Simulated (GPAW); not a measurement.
# MnO (P6_3mc) in GPAW: reference runs

Reference runs on MnO: the cell as given.

Program: GPAW 26.7.0. These are calculated values, not measurements. Logs are shortened: lines on timing, memory, paths and dates and some standing lists are left out, and cuts for length are marked. The log counts tension as positive stress, the text compression.

## (1) Starting point

It takes space group P6_3mc (No. 186, hexagonal). Conventional cell: a = 3.372 Å, b = 3.372 Å, c = 5.386 Å, α = 90.00°, β = 90.00°, γ = 120.00°. Around Mn (site symmetry 3m) lie 4 O at 1.96 to 2.08 Å. Around O (site symmetry 3m) lie 4 Mn at 1.96 to 2.08 Å.

Measurements of this composition are mostly on another form, of space group No. 225.

## (2) Single point, PBE, collinear spin, ferromagnetic start

run.py

```python
from ase import Atoms
from ase.dft.bandgap import bandgap
from ase.io import write
from ase.units import Bohr, GPa
from gpaw import GPAW, PW
from gpaw.elf import elf_from_dft_calculation

atoms = Atoms(['Mn', 'Mn', 'O', 'O'],
              cell=[[3.3717, 0.0, 0.0],
                    [-1.68585, 2.9199778539, 0.0],
                    [0.0, 0.0, 5.3855]],
              scaled_positions=[[0.6666666667, 0.3333333333, 0.51096],
                                [0.3333333333, 0.6666666667, 0.01096],
                                [0.6666666667, 0.3333333333, 0.87547],
                                [0.3333333333, 0.6666666667, 0.37547]],
              pbc=True)
atoms.set_initial_magnetic_moments([4.0, 4.0, 0.0, 0.0])

calc = GPAW(mode=PW(800),
            xc='PBE',
            kpts={'size': (9, 9, 5), 'gamma': True},
            occupations={'name': 'fermi-dirac', 'width': 0.05},
            nbands=38,
            convergence={'density': 1e-05, 'energy': 1e-05},
            maxiter=150,
            txt='gpaw.txt')
atoms.calc = calc
energy = atoms.get_potential_energy()
forces = atoms.get_forces()
stress = atoms.get_stress()
calc.write('gs.gpw')
write('result.traj', atoms)
print(f'Energy: {energy:.6f} eV')
print('Forces (eV/A):')
print(forces.round(4))
print('Stress (GPa):', (stress / GPa).round(3))
print('Moments:', calc.get_magnetic_moments().round(3))
print('Fermi level:', round(calc.get_fermi_level(), 4), 'eV')
print(f'Gap: {bandgap(calc)[0]:.4f} eV, direct: {bandgap(calc, direct=True)[0]:.4f} eV')

# fields on the real-space grid
write('density.cube', atoms, data=calc.get_pseudo_density() * Bohr**3)
write('potential.cube', atoms, data=calc.get_electrostatic_potential())
write('spin.cube', atoms, data=(calc.get_pseudo_density(spin=0) - calc.get_pseudo_density(spin=1)) * Bohr**3)
write('elf.cube', atoms, data=elf_from_dft_calculation(calc).data)
```

Potentials or basis: GPAW PAW data sets (gpaw-data 1.2.1), pw.

Run with:

```bash
$ OMP_NUM_THREADS=1 python run.py
```

gpaw.txt:

```text
__  _  _
 | _ |_)|_||  |
 |__||  | ||/\| - 26.7.0

Input parameters:
  mode=PW(ecut=800.0),
  convergence={'density': 1e-05, 'energy': 1e-05},
  kpts=MonkhorstPack(size=(9, 9, 5), gamma=True),
  maxiter=150,
  nbands=38,
  occupations=Occupations(name='fermi-dirac', width=0.05),
  xc=XC(name='PBE')

Diagonalizing LCAO Hamiltonian
Converting LCAO to pw mode

           O

        O  Mn

        Mn

Atoms  # Å, Bohr magnetons
|   | symbol |         x |        y |        z |    initial magnetic moments |
|---|--------|-----------|----------|----------|-----------------------------|
| 0 |     Mn |  1.685850 | 0.973326 | 2.751775 | ( 0.0000,  0.0000,  4.0000) |
| 1 |     Mn | -0.000000 | 1.946652 | 0.059025 | ( 0.0000,  0.0000,  4.0000) |
| 2 |      O |  1.685850 | 0.973326 | 4.714844 | ( 0.0000,  0.0000,  0.0000) |
| 3 |      O | -0.000000 | 1.946652 | 2.022094 | ( 0.0000,  0.0000,  0.0000) |

Unit cell  # Å
| periodic |         x |        y |        z |  lengths |     angles |
|----------|-----------|----------|----------|----------|------------|
|      yes |  3.371700 | 0.000000 | 0.000000 | 3.371700 |  90.000000 |
|      yes | -1.685850 | 2.919978 | 0.000000 | 3.371700 |  90.000000 |
|      yes |  0.000000 | 0.000000 | 5.385500 | 5.385500 | 120.000000 |

Number of symmetries: 6
Symmetry operations  # r_c * U_cc + t_c -> r_c
|   | kind |            matrix            |
|---|------|------------------------------|
| 0 |  σ   |  1, 1, 0,  0,-1, 0,  0, 0, 1 |
| 1 |  E   |  1, 0, 0,  0, 1, 0,  0, 0, 1 |
| 2 |  C3  |  0, 1, 0, -1,-1, 0,  0, 0, 1 |
| 3 |  σ   |  0,-1, 0, -1, 0, 0,  0, 0, 1 |
| 4 |  σ   | -1, 0, 0,  1, 1, 0,  0, 0, 1 |
| 5 |  C3  | -1,-1, 0,  1, 0, 0,  0, 0, 1 |

BZ-sampling:
  Number of BZ points: 405
  Number of IBZ points: 50

  Monkhorst-Pack size: [9, 9, 5]
  Monkhorst-Pack shift: [0, 0, 0]

K-points  # in reciprocal-cell coordinates
|     |                                coordinates |     weight |
|-----|--------------------------------------------|------------|
|   0 | (  0.00000000,   0.00000000,   0.00000000) | 0.00246914 |
|   1 | (  0.00000000,   0.00000000,   0.20000000) | 0.00493827 |
|   2 | (  0.00000000,   0.00000000,   0.40000000) | 0.00493827 |
|   3 | (  0.11111111,   0.00000000,  -0.40000000) | 0.01481481 |
|   4 | (  0.11111111,   0.00000000,  -0.20000000) | 0.01481481 |
|   5 | (  0.11111111,   0.00000000,   0.00000000) | 0.01481481 |
|   6 | (  0.11111111,   0.00000000,   0.20000000) | 0.01481481 |
|   7 | (  0.11111111,   0.00000000,   0.40000000) | 0.01481481 |
|   8 | (  0.22222222,  -0.11111111,   0.00000000) | 0.01481481 |
|   9 | (  0.22222222,  -0.11111111,   0.20000000) | 0.02962963 |
| ... |                                            |            |
|  49 | (  0.44444444,   0.44444444,   0.40000000) | 0.02962963 |

Plane wave coefficients: 2749
Cutoff: 800.0 eV

Spin-components: 2 (collinear spins)
Bands:           38
Projectors:      22
Spin-degeneracy: 1
Datatype:        complex128

Density:
  Valence electrons: 42.0
  Components: 2
  Grid points: [24 24 36]
  Charge: 0.0  # |e|

Potential:
  Grid points: [24 24 36]

species:
  Mn:
    name:    Manganese
    Z:       25.0
    valence: 15
    core:    10
    charge:  0.0  # [|e|]
    compensation charges:
      type: gauss
      rc: 0.38  # [Å]
      lmax: 2
    cutoffs:
      filter: 2.14  # [Å]
      core: 0.86  # [Å]
    projectors
    | kind |    occ | energy [eV] | rcut [Å] |
    |------|--------|-------------|----------|
    |   3s |  2.000 |     -85.859 |    1.275 |
    |   4s |  2.000 |      -5.106 |    1.275 |
    |   3p |  6.000 |     -54.597 |    1.281 |
    |   4p |  0.000 |      -1.371 |    1.281 |
    |   3d |  5.000 |      -6.771 |    1.138 |
    |    d |        |      20.441 |    1.138 |

    Using partial waves for Mn as LCAO basis

  O:
    name:    Oxygen
    Z:       8.0
    valence: 6
    core:    2
    charge:  0.0  # [|e|]
    compensation charges:
      type: gauss
      rc: 0.21  # [Å]
      lmax: 2
    cutoffs:
      filter: 1.17  # [Å]
      core: 0.83  # [Å]
    projectors
    | kind |    occ | energy [eV] | rcut [Å] |
    |------|--------|-------------|----------|
    |   2s |  2.000 |     -23.961 |    0.688 |
    |   2p |  4.000 |      -9.029 |    0.598 |
    |    s |        |       3.251 |    0.688 |
    |    p |        |      18.182 |    0.598 |
    |    d |        |       0.000 |    0.619 |

    Using partial waves for O as LCAO basis

Reference energy: -67109.880748  # eV

eigensolver:
  PPCG
  Converge bands: occupied
  niter=2

density mixing:
  MSR1-Mixer
  Pratt-step length: 0.05
  Maximum mixing coefficient: 0.75
  Old densities: 10
  SVD Regularization: 0.005
  Good broyden scale: 1.0
  Trust region scale: 1.0
  Backstep threshold: 4.0
  History deletion threshold: 6.0
  Fourier metric: weight=20.0, sigma=0.015

occupation numbers:
  Fermi-Dirac:
    width: 0.0500  # eV

poisson solver:
  ecut: 6400.0  # eV

xc functional:
  name: PBE with 2 nearest neighbor stencil

convergence criteria:
- Maximum integral of absolute [dens]ity change: 1e-05 electrons / valence electron
- Maximum [total energy] change in last 3 cyles: 1e-05 eV / valence electron
- Maximum integral of absolute [eigenst]ate change: 4e-08 eV^2 / valence electron
maximum number of iterations: 150

SCF iterations
|iter     | |      energy | eigst |  dens |  magmom |
|---------|-|-------------|-------|-------|---------|
|iter:   1| |  -36.529218 | +0.42 |       |  +8.0066|
|iter:   2| |  -35.800115 | -1.53 | -0.84 |  +8.1062|
|iter:   3| |  -34.187316 | -1.45 | -0.88 |  +9.0984|
|iter:   4| |  -34.283241 | -2.84 | -1.42 |  +9.5010|
|iter:   5| |  -34.317283 | -2.85 | -1.69 |  +9.8342|
|iter:   6| |  -34.320083 | -3.74 | -2.11 |  +9.9700|
|iter:   7| |  -34.320404 | -4.91 | -2.81 |  +9.9814|
|iter:   8| |  -34.320468c| -5.69 | -3.21 |  +9.9878|
|iter:   9| |  -34.320484c| -6.20 | -3.55 |  +9.9917|
|iter:  10| |  -34.320485c| -6.98 | -4.07 |  +9.9907|
|iter:  11| |  -34.320485c| -7.75c| -4.63 |  +9.9906|
|iter:  12| |  -34.320485c| -8.25c| -4.98 |  +9.9907|
|iter:  13| |  -34.320485c| -8.48c| -5.27c|  +9.9908|

Converged in 13 steps
Energy contributions relative to reference atoms: (reference = -67109.880748)

Energy contributions:
  Kinetic:          52.573812
  Coulomb:         -46.262355
  Zero:              0.619383
  External:          0.000000
  Xc:              -41.249760
  Entropy:          -0.003132
  Spinorbit:         0.000000
  ----------------------------
  Free energy:     -34.322051
  Extrapolated:    -34.320485

dipole moment: (-0.000000, 0.000001, -9.979643)  # |e|*Ang

Total magnetic moment: (0.000000, 0.000000, 9.990751)

Local magnetic moments
|        x |        y |        z |
|----------|----------|----------|
| 0.000000 | 0.000000 | 4.316683 |  # Mn   0
| 0.000000 | 0.000000 | 4.316683 |  # Mn   1
| 0.000000 | 0.000000 | 0.167393 |  # O    2
| 0.000000 | 0.000000 | 0.167393 |  # O    3

Fermi level: 6.508
Eigenvalues  # (at kpt = [0.000, 0.000, 0.000])
| band index |      eig [eV] | occ [0-1] |      eig [eV] | occ [0-1] |
|------------|---------------|-----------|---------------|-----------|
|          0 |       -75.278 |     1.000 |       -70.440 |     1.000 |
|        ... |               |           |               |           |
|         14 |         0.513 |     1.000 |         1.648 |     1.000 |
|         15 |         0.513 |     1.000 |         1.648 |     1.000 |
|         16 |         3.290 |     1.000 |         6.391 |     0.911 |
|         17 |         3.290 |     1.000 |         7.446 |     0.000 |
|         18 |         3.799 |     1.000 |         7.446 |     0.000 |
|         19 |         3.852 |     1.000 |         7.592 |     0.000 |
|         20 |         3.852 |     1.000 |         8.247 |     0.000 |
|         21 |         4.860 |     1.000 |         8.248 |     0.000 |
|         22 |         5.412 |     1.000 |         9.046 |     0.000 |
|         23 |         5.412 |     1.000 |         9.046 |     0.000 |
|         24 |         6.506 |     0.510 |         9.934 |     0.000 |
|         25 |         6.506 |     0.510 |        10.046 |     0.000 |
|         26 |         6.566 |     0.237 |        10.047 |     0.000 |
|         27 |        10.091 |     0.000 |        11.551 |     0.000 |
|         28 |        11.992 |     0.000 |        13.899 |     0.000 |
|        ... |               |           |               |           |
|         37 |        23.070 |     0.000 |        24.408 |     0.000 |

No gap
No difference between direct/indirect transitions

Forces  # eV/Ang
|       x |        y |        z |
|---------|----------|----------|
| 0.00000 |  0.00000 | -0.69746 |  # Mn   0
| 0.00000 | -0.00000 | -0.69745 |  # Mn   1
| 0.00000 |  0.00000 |  0.69775 |  # O    2
| 0.00000 | -0.00000 |  0.69769 |  # O    3

Stress tensor  # eV/Ang^3
|         x |         y |         z |
|-----------|-----------|-----------|
| -0.031206 |  0.000000 |  0.000000 |
|  0.000000 | -0.031206 | -0.000000 |
|  0.000000 | -0.000000 | -0.087509 |

# Writing to gs.gpw (mode='')
```

Wall time 3.8 min (1 thread of Arm Neoverse V2, shared host); peak memory 0.37 GiB.

Results:

* Free energy: -34.3221 eV
* Pressure: 8.0 GPa
* Largest force: 0.698 eV/Å
* Band gap on the k mesh: none (metal or under the smearing width)
* Net moment: 9.99 μB per cell
* Site moments: Mn +4.32; O +0.17 μB

Forces on the atoms (eV/Å):
```
Mn   0.000  0.000 -0.697
Mn   0.000  0.000 -0.697
O    0.000  0.000  0.698
O    0.000  0.000  0.698
```

Caveat: semilocal functionals often make such compounds metallic where correlation or magnetic order opens a gap, which also shifts bond lengths; only a ferromagnetic start was run, and an antiferromagnetic order may lie lower in energy.
